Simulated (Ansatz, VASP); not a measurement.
## Two plane-wave programs on Sn

The input POSCAR:

```
Sn
1.0
   -1.9352544667      1.9352544667      1.9352544667
    1.9352544667     -1.9352544667      1.9352544667
    1.9352544667      1.9352544667     -1.9352544667
Sn
1
Direct
    0.0000000000      0.0000000000      0.0000000000
```

The input INCAR.step1:

```
PREC     = Accurate       # precision mode
ENCUT    = 520            # plane-wave cutoff, eV
ISMEAR   = -1             # smearing method
SIGMA    = 0.1            # smearing width, eV
LREAL    = F              # projectors in reciprocal space
LASPH    = T              # aspherical terms in the spheres
NELM     = 80             # most SCF steps
NBANDS   = 13             # bands
GGA      = PE             # functional
ALGO     = Normal         # electronic algorithm
EDIFF    = 1E-4           # SCF threshold, eV
LWAVE    = T              # write WAVECAR
LCHARG   = F              # write CHGCAR
```

Contents of INCAR.step2:

```
PREC     = Accurate       # precision mode
ENCUT    = 520            # plane-wave cutoff, eV
EDIFF    = 1E-7           # SCF threshold, eV
ISMEAR   = -1             # smearing method
SIGMA    = 0.1            # smearing width, eV
LREAL    = F              # projectors in reciprocal space
LASPH    = T              # aspherical terms in the spheres
NELM     = 80             # most SCF steps
ALGO     = Normal         # electronic algorithm
ISIF     = 2              # what is computed and relaxed
LWAVE    = F              # write WAVECAR
LCHARG   = F              # write CHGCAR
METAGGA  = R2SCAN         # meta-GGA
LMIXTAU  = T            
NBANDS   = 13             # bands
ISTART   = 1
```

Contents of KPOINTS:

```
regular mesh
0
Gamma
  13 13 13
```

Input for Ansatz:

```yaml
crystal:
  lattice:
    - [-1.9352544667, 1.9352544667, 1.9352544667]
    - [1.9352544667, -1.9352544667, 1.9352544667]
    - [1.9352544667, 1.9352544667, -1.9352544667]
  atoms:
    - { symbol: Sn, position: [0.0, 0.0, 0.0] }
hamiltonian:
  xc: r2scan
  pseudopotentials:
    kind: paw
    azcp:
      Sn: "pseudopotentials/Sn.paw.azcp"
basis:
  ecutwfc: 500
  fft_grid_basis: typed
kpoints:
  mp_grid: { grid: [13, 13, 13], shift: [0, 0, 0] }
magnetization:
  spin_polarized: false
scf:
  occupations: { method: fermi_dirac, width: 0.1 }
  lower_state_search: "off"
output:
  stress: true
```

Alike in both runs: task single point; functional r2SCAN; k mesh 13 × 13 × 13; occupations fermi-dirac, width 0.1 eV; no spin polarisation.

|  | VASP | Ansatz |
| --- | --- | --- |
| version | VASP 6.6.1 | Ansatz 0.2.0 |
| potentials or method | VASP PAW PBE potentials, release 64 (Sn_d) | plane waves (500 eV) with PAW, scalar-relativistic |
| plane-wave cutoff (eV) | 520 | 500 |
| valence electrons in the cell | 14 | 14 |

|  | VASP | Ansatz | Ansatz less VASP |
| --- | --- | --- | --- |
| pressure (GPa) | -3.1 | -3.1 | +0.02 |

Caveats: the PAW data sets were made with another functional, which shifts forces and pressure a little (VASP).
